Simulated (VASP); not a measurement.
Crystal: HgTe (Coloradoite).

```xyz
2
Lattice="0.0000 3.2145 3.2145 3.2145 0.0000 3.2145 3.2145 3.2145 0.0000" Properties=species:S:1:pos:R:3 pbc="T T T"
Hg    0.0000    0.0000    0.0000
Te    4.8217    4.8217    4.8217
```

| Quantity | Value |
| --- | --- |
| Program | VASP 6.6.1 |
| Task | relaxation of cell and atoms |
| Functional | PBE |
| Dispersion | D4 |
| Potentials or basis | VASP PAW PBE potentials, release 64 (Hg, Te) |
| Cutoff | 600 eV |
| k mesh | 7 × 7 × 7 |
| Occupations | fermi-dirac, width 0.05 eV |
| Spin | no spin polarisation |

At the start: pressure 2.6 GPa; volume 33.22 Å³/atom.

Question: How do energy, volume and symmetry change on relaxing?

Answer: Over 3 steps the energy falls by 14.2 meV/atom and the volume is 35.09 Å³/atom (+5.6 %); space group F-43m (No. 216, to 0.05 Å).

The path:
```
step  energy change (eV)  largest force (eV/Å)  pressure (GPa)  volume (Å³)
   1              0.0000                0.0000            2.56        66.43
   2             -0.0246                0.0000           -0.79        71.66
   3             -0.0283                0.0000            0.01        70.18
```

Final structure:
```yaml
crystal:
  lattice:
    - [0.00000, 3.27382, 3.27382]
    - [3.27382, 0.00000, 3.27382]
    - [3.27382, 3.27382, 0.00000]
  atoms:
    - { symbol: Hg, position: [0.00000, 0.00000, 0.00000] }
    - { symbol: Te, position: [0.75000, 0.75000, 0.75000] }
```

Caveat: pairwise dispersion overbinds metals, which lowers pressure and volume.
